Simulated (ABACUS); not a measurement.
# Na under changes of volume

One of the cells (39.256 Å³/atom); the others are scaled copies at fixed shape and fractional positions:

```xyz
1
Lattice="-2.1410 2.1410 2.1410 2.1410 -2.1410 2.1410 2.1410 2.1410 -2.1410" Properties=species:S:1:pos:R:3 pbc="T T T"
Na    0.0000    0.0000    0.0000
```

- Program: ABACUS 3.10.1
- Functional: r2SCAN
- Potentials or basis: SG15 ONCV 1.2 PBE
- Cutoff: 1361 eV
- Density cutoff: 5442 eV
- Basis: DZP LCAO (the cutoffs set its grid)
- k mesh: 7 × 7 × 7
- Occupations: fermi-dirac, width 0.05 eV
- Spin: no spin polarisation

```csv
volume (Å³/atom),energy over the lowest point (meV/atom),pressure (GPa)
36.901,0.00,0.0
37.686,0.20,-0.2
38.471,?,?
39.256,3.50,-0.5
40.041,6.35,-0.7
40.827,9.90,-0.8
41.612,14.09,-0.9
```

Task: What does the run at 38.471 Å³/atom give?

Result: Energy over the lowest point 1.46 meV/atom; pressure -0.3 GPa.

Worked out: A Birch-Murnaghan fit of order 3 (a polynomial in V^(-2/3)) to the other rows has its minimum at 37.13 Å³/atom with B0 = V·E''(V) = 10.4 GPa and B' = 4.6. It gives 1.41 meV/atom at 38.471 Å³/atom, against the run's 1.46, and -dE/dV = -0.3 GPa, against -0.3.

Energies are extrapolated to zero smearing.

Caveats: the atomic orbitals were generated for these runs and aren't a published set; the potentials were made for another functional, which shifts forces and pressure; the basis of atomic orbitals isn't converged, which shifts pressures, moduli and gaps.
